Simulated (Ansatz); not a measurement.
# Settings and field gradients in PbS

Cell: a computed structure from the Materials Project (it need not be an observed phase), taken as it stands; its layers are parted by 14 Å of empty space, so it stands for a thin sheet, not for a bulk crystal.

```
Pb S
1.0
     2.98513   -2.98471    0.00000
     2.98513    2.98471    0.00000
    -1.26650    0.00000   16.51750
Pb S
2 2
Direct
  0.23243 0.23243 0.91377
  0.76757 0.76757 0.08623
  0.73399 0.73399 0.92516
  0.26601 0.26601 0.07484
```

Atom numbers follow the list; atoms alike are taken as one site, whose name carries the number of the first.

Reference run. Computed with Ansatz: DFT, PBE, plane waves and PAW, scalar-relativistic, 420 eV cutoff, Γ-centred 7×7×2 k-points, Fermi–Dirac smearing 0.02 eV.

It gives V_zz (10²¹ V/m²) Pb -26.1 (η 0.00), among others. Each of these runs changes the input as listed (caps on SCF iterations aside):

A. basis.ecutrho_ratio: not typed → 6; scf.occupations.width: 0.02 → 0.2
B. accuracy: not typed → medium; crystal.symmetry: not typed → {detect: false}

**Question.** Which of these changes matter for the gradients?

**Answer.** 

```csv
run,Pb V_zz (η),"largest change of a gradient tensor, all atoms",note
A,-26.1 (0.00),0.07,converged
B,-26.1 (0.00),0.00,converged
```

Run A moves them most, on Pb (V_zz from -26.1 to -26.1).

Run A changes basis.ecutrho_ratio, scf.occupations together, so the table can't tell their shares apart.

On the reference run: Spin–orbit coupling is left out, which shifts gradients on Pb by a few per cent, and by more where contributions nearly cancel.
